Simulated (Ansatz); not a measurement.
A plane-wave DFT run in Ansatz 0.2.0 (scalar-relativistic PAW potentials unless the input names others): input and command.

```yaml
crystal:
  lattice:
    - [-1.4493113422, 2.4142143482, 0.0]
    - [4.3479340266, 2.4142143482, 0.0]
    - [-1.4493113422, -2.4142143482, -5.308222613]
  atoms:
    - { symbol: Ge, position: [0.6249859376, 0.1249953125, 0.75] }
    - { symbol: Ge, position: [0.1249859376, 0.6249953125, 0.75] }
    - { symbol: Ge, position: [0.3750140624, 0.8750046875, 0.25] }
    - { symbol: Ge, position: [0.8750140624, 0.3750046875, 0.25] }
basis:
  ecutwfc: 420
kpoints:
  mp_grid: { grid: [12, 12, 12], shift: [0.5, 0.5, 0.5] }
hamiltonian:
  xc: pbe
  dispersion: d3bj
scf:
  occupations: { method: gaussian, width: 0.15 }
  n_extra_bands: 4
output:
  forces: true
  eigenvalues: true
  stress: true
```

```bash
ansatz run input.yaml --threads 1 --pin off --max-ram 2560MiB --backend cpu --events-out ev --progress --plain --runs-dir out
```

Abridged log:
```
Basis set: ecut = 420 eV, 1469 PW (Γ), exchange–correlation on 40×72×90 points (8 copies of the dense FFT grid, shifted against one another)
Bands: 32, of which v1, the nominal top of the filled ones, is band 28 counted from 1 (27 counted from 0)
Symmetry: 8 space group operations
k-points: 468 of 1728
SCF iter   1: F=—  HF=-17180.363464 eV  |F-HF|=—  |Δ(HF+E_count)|=         —  Δρ=9.37e-4  dr2=4.07e-4  ethr=1.77e-3  ⟨swp⟩=5.3  Hψ=52117  notcnv=0
SCF iter   2: F=—  HF=-17180.362211 eV  |F-HF|=—  |Δ(HF+E_count)|=   1.25e-3  Δρ=6.72e-4  dr2=2.07e-4  ethr=7.27e-7  ⟨swp⟩=2.2  Hψ=29942  notcnv=0
SCF iter   3: F=—  HF=-17180.362338 eV  |F-HF|=—  |Δ(HF+E_count)|=   1.28e-4  Δρ=2.47e-4  dr2=3.44e-5  ethr=3.69e-7  ⟨swp⟩=2.0  Hψ=27988  notcnv=0
SCF iter   4: F=—  HF=-17180.362313 eV  |F-HF|=—  |Δ(HF+E_count)|=   2.51e-5  Δρ=1.43e-4  dr2=5.61e-6  ethr=6.14e-8  ⟨swp⟩=2.0  Hψ=27812  notcnv=0
SCF iter   5: F=—  HF=-17180.362313 eV  |F-HF|=—  |Δ(HF+E_count)|=   2.71e-7  Δρ=3.22e-5  dr2=7.50e-7  ethr=1.00e-8  ⟨swp⟩=2.0  Hψ=27949  notcnv=0
SCF iter   6: F=—  HF=-17180.362313 eV  |F-HF|=—  |Δ(HF+E_count)|=   5.84e-7  Δρ=1.40e-5  dr2=9.68e-8  ethr=1.79e-10  ⟨swp⟩=3.4  Hψ=60415  notcnv=0
SCF iter   7: F=-17180.362313 eV  HF=-17180.362313 eV  |F-HF|=3.48e-8  |Δ(HF+E_count)|=   6.32e-8  Δρ=6.64e-6  dr2=1.48e-8  ethr=1.73e-10  ⟨swp⟩=4.0  Hψ=45777  notcnv=0
SCF 1 converged in 7 iterations: F = -17180.362313 eV  dr2 = 1.48e-8
SCF converged after 7 iterations
Free energy (F): -17180.362313 eV
Harris-Foulkes:  -17180.362313 eV  (|F-HF|=3.48e-8)
Internal energy: -17180.343350 eV  (E = F + TS)
E sigma→0 (E₀):  -17180.352831 eV
Entropy (-TS):   -0.018963 eV (-4.741 meV/atom)
Fermi energy:    11.204157 eV
  E_disp       = -1.434328  (pairwise vdW)
--- Forces (eV/Å), atoms counted from 1 ---
  atom   1  Ge     0.00000236     0.00002692     0.00000000
  atom   2  Ge     0.00000236     0.00002692     0.00000000
  atom   3  Ge    -0.00000236    -0.00002692     0.00000000
  atom   4  Ge    -0.00000236    -0.00002692     0.00000000
--- Stress (GPa, compression-positive) ---
       -0.285627       0.015495       0.000000
        0.015495       0.877562       0.000000
        0.000000       0.000000      -0.813552
  P = ⅓ Tr σ = -0.0739 GPa (-0.739 kbar)
```

Apart from outputs, the input differs from a reference run on usual settings in kpoints.mp_grid.shift: not typed → [0.5, 0.5, 0.5]; scf.n_extra_bands: not typed → 4. The reference, at the same geometry, gave pressure -0.05 GPa, largest force 0.000 eV/Å, no gap on the mesh. This run converged in 7 SCF iterations (reference: 6) with an energy at zero smearing 3.49 meV/atom above the reference's, pressure -0.07 GPa, largest force 0.000 eV/Å, no gap on the mesh.

It took 43 s on 1 thread of Arm Neoverse V2 (shared host), peak memory 0.9 GiB.